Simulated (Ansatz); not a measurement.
## HfB2 in Ansatz: the effect of functional

The system is HfB2.

```
CELL_PARAMETERS angstrom
3.07590 0.00000 0.00000
-1.53795 2.66381 0.00000
0.00000 0.00000 3.40896
ATOMIC_POSITIONS crystal
Hf 0.00000 0.00000 0.00000
B 0.66667 0.33333 0.50000
B 0.33333 0.66667 0.50000
```

The cell isn't the ideal one: volume scaled by 0.94.

Alike in all runs:

| Item | Value |
| --- | --- |
| Program | Ansatz 0.2.0 |
| Task | single point |
| Potentials or basis | Ansatz PAW |
| k mesh | 10 × 10 × 8 |
| Occupations | fermi-dirac, width 0.05 eV |
| Spin | no spin polarisation |

| functional | cutoff | pressure (GPa) |
| --- | --- | --- |
| r2SCAN | 500 eV (not typed: the program's choice for these potentials) | 17.2 |
| PBE | 420 eV (not typed: the program's choice for these potentials) | 19.2 |
| LDA | 420 eV (not typed: the program's choice for these potentials) | ? |

Task: What does the run with functional LDA give?

Result: Pressure 6.3 GPa.

Caveats: the PAW data sets come from PBE, with cores solved anew for the run's functional, which leaves a small shift of forces and pressure (some runs).
